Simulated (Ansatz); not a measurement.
# Molecular dynamics of Mg2H2O3

Input:

```yaml
crystal:
  lattice:
    - [-3.11585, -5.396811, 0.0]
    - [4.673775, -2.698405, 0.0]
    - [0.0, 0.0, 7.7871]
  atoms:
    - { symbol: Mg, position: [0.5, 0.6666667, 0.8399] }
    - { symbol: Mg, position: [0.5, 0.3333333, 0.1601] }
    - { symbol: H, position: [0.5, 0.3333333, 0.5666] }
    - { symbol: H, position: [0.5, 0.6666667, 0.4334] }
    - { symbol: O, position: [0.5, 0.3333333, 0.6949] }
    - { symbol: O, position: [0.5, 0.6666667, 0.3051] }
    - { symbol: O, position: [0.75, 0.5, 0.0] }
    - { symbol: Mg, position: [0.25, 0.1666667, 0.8399] }
    - { symbol: Mg, position: [0.25, 0.8333333, 0.1601] }
    - { symbol: H, position: [0.25, 0.8333333, 0.5666] }
    - { symbol: H, position: [0.25, 0.1666667, 0.4334] }
    - { symbol: O, position: [0.25, 0.8333333, 0.6949] }
    - { symbol: O, position: [0.25, 0.1666667, 0.3051] }
    - { symbol: O, position: [0.5, 0.0, 0.0] }
    - { symbol: Mg, position: [0.0, 0.6666667, 0.8399] }
    - { symbol: Mg, position: [0.0, 0.3333333, 0.1601] }
    - { symbol: H, position: [0.0, 0.3333333, 0.5666] }
    - { symbol: H, position: [0.0, 0.6666667, 0.4334] }
    - { symbol: O, position: [0.0, 0.3333333, 0.6949] }
    - { symbol: O, position: [0.0, 0.6666667, 0.3051] }
    - { symbol: O, position: [0.25, 0.5, 0.0] }
    - { symbol: Mg, position: [0.75, 0.1666667, 0.8399] }
    - { symbol: Mg, position: [0.75, 0.8333333, 0.1601] }
    - { symbol: H, position: [0.75, 0.8333333, 0.5666] }
    - { symbol: H, position: [0.75, 0.1666667, 0.4334] }
    - { symbol: O, position: [0.75, 0.8333333, 0.6949] }
    - { symbol: O, position: [0.75, 0.1666667, 0.3051] }
    - { symbol: O, position: [0.0, 0.0, 0.0] }
basis:
  ecutwfc: 420.0
kpoints:
  mp_grid: { grid: [2, 2, 1] }
hamiltonian:
  xc: pbesol
scf:
  occupations: { method: fermi_dirac, width: 0.05 }
  lower_state_search: "off"
md:
  timestep: 0.5
  n_steps: 80
  ensemble: nvt_langevin
  temperature: 900.0
  initial_velocities: maxwell_boltzmann
  seed: 213744
  friction: 0.01
```

Run as:

```bash
$ ansatz run input.yaml --threads 1 --pin off --max-ram 3072MiB --backend cpu --events-out ev --progress --plain --runs-dir out
```

It starts from an unrelaxed structure (largest force component 1.35 eV/Å).

Output, in part (step lines):

```
md step     0: t =     0.00 fs  T =   867.9 K  F+E_penalty+E_count = -22177.17757050 eV  E_kin = 3.141018 eV  (9 SCF iters)
md step     1: t =     0.50 fs  T =   897.5 K  F+E_penalty+E_count = -22177.22281548 eV  E_kin = 3.248168 eV  (8 SCF iters)
md step     2: t =     1.00 fs  T =   920.4 K  F+E_penalty+E_count = -22177.22008432 eV  E_kin = 3.331242 eV  (8 SCF iters)
md step     3: t =     1.50 fs  T =   927.9 K  F+E_penalty+E_count = -22177.16439509 eV  E_kin = 3.358418 eV  (8 SCF iters)
md step     4: t =     2.00 fs  T =   876.6 K  F+E_penalty+E_count = -22177.06424835 eV  E_kin = 3.172515 eV  (8 SCF iters)
md step     5: t =     2.50 fs  T =   849.8 K  F+E_penalty+E_count = -22176.95735652 eV  E_kin = 3.075837 eV  (6 SCF iters)
md step     6: t =     3.00 fs  T =   846.7 K  F+E_penalty+E_count = -22176.89380003 eV  E_kin = 3.064587 eV  (6 SCF iters)
md step     7: t =     3.50 fs  T =   834.0 K  F+E_penalty+E_count = -22176.89084407 eV  E_kin = 3.018436 eV  (6 SCF iters)
[... lines left out ...]
md step    80: t =    40.00 fs  T =   627.5 K  F+E_penalty+E_count = -22175.10789376 eV  E_kin = 2.271243 eV  (8 SCF iters)
```

The steps, from the saved trajectory:

| time (fs) | T (K) | potential energy less start (eV) |
| --- | --- | --- |
| 0.0 | 868 | 0.000 |
| 1.0 | 920 | -0.043 |
| 2.0 | 877 | 0.113 |
| 3.0 | 847 | 0.284 |
| 4.0 | 857 | 0.256 |
| 5.0 | 854 | 0.291 |
| 6.0 | 809 | 0.582 |
| 7.0 | 713 | 0.895 |
| 8.0 | 698 | 1.054 |
| 9.0 | 757 | 1.089 |
| 10.0 | 782 | 1.189 |
| 11.0 | 664 | 1.552 |
| 12.0 | 596 | 1.822 |
| 13.0 | 596 | 1.790 |
| 14.0 | 609 | 1.850 |
| 15.0 | 517 | 2.143 |
| 16.0 | 444 | 2.395 |
| 17.0 | 474 | 2.466 |
| 18.0 | 496 | 2.421 |
| 19.0 | 532 | 2.381 |
| 20.0 | 516 | 2.520 |
| 21.0 | 458 | 2.657 |
| 22.0 | 497 | 2.504 |
| 23.0 | 550 | 2.377 |
| 24.0 | 550 | 2.451 |
| 25.0 | 514 | 2.555 |
| 26.0 | 489 | 2.606 |
| 27.0 | 506 | 2.533 |
| 28.0 | 530 | 2.381 |
| 29.0 | 540 | 2.349 |
| 30.0 | 506 | 2.424 |
| 31.0 | 509 | 2.352 |
| 32.0 | 604 | 2.208 |
| 33.0 | 581 | 2.179 |
| 34.0 | 554 | 2.190 |
| 35.0 | 587 | 2.192 |
| 36.0 | 621 | 2.164 |
| 37.0 | 628 | 2.129 |
| 38.0 | 619 | 2.141 |
| 39.0 | 576 | 2.117 |
| 40.0 | 628 | 2.070 |

The run went to its last step. The mean temperature of the second half is 39 % below the set value. A run of 0.04 ps of so small a system gives no equilibrium averages. Limits of this set-up: coarse k mesh.

Mean squared displacements from the first frame to the last, about the centre of mass: Mg 0.05 Å², H 0.24 Å², O 0.03 Å².

Last frame:

```xyz
28
Lattice="-3.1159 -5.3968 0.0000 4.6738 -2.6984 0.0000 0.0000 0.0000 7.7871" Properties=species:S:1:pos:R:3
Mg 1.612 -4.430 6.574
Mg 0.023 -3.524 1.071
H 0.163 -3.901 4.673
H 1.971 -4.599 3.363
O 0.148 -3.505 5.531
O 1.657 -4.620 2.490
O 0.036 -5.169 0.026
Mg 0.016 -1.827 6.535
Mg 3.098 -3.648 1.304
H 3.705 -3.468 4.584
H -0.031 -2.093 3.198
O 3.211 -3.653 5.379
O 0.074 -1.772 2.285
O -1.537 -2.663 0.023
Mg 2.837 -1.869 6.195
Mg 1.641 -0.696 1.281
H 1.421 -0.496 4.444
H 3.590 -2.075 2.846
O 1.409 -0.790 5.366
O 2.992 -1.918 2.138
O 1.563 -2.717 -0.053
Mg -1.700 -4.333 6.696
Mg 1.447 -6.200 1.137
H 1.703 -6.420 4.622
H -1.719 -4.064 3.267
O 1.677 -6.221 5.572
O -1.562 -4.427 2.404
O 0.235 -0.020 0.051
```

The run took 6.4 min on 1 thread of Arm Neoverse V2, on a shared host, peak memory 0.56 GiB.
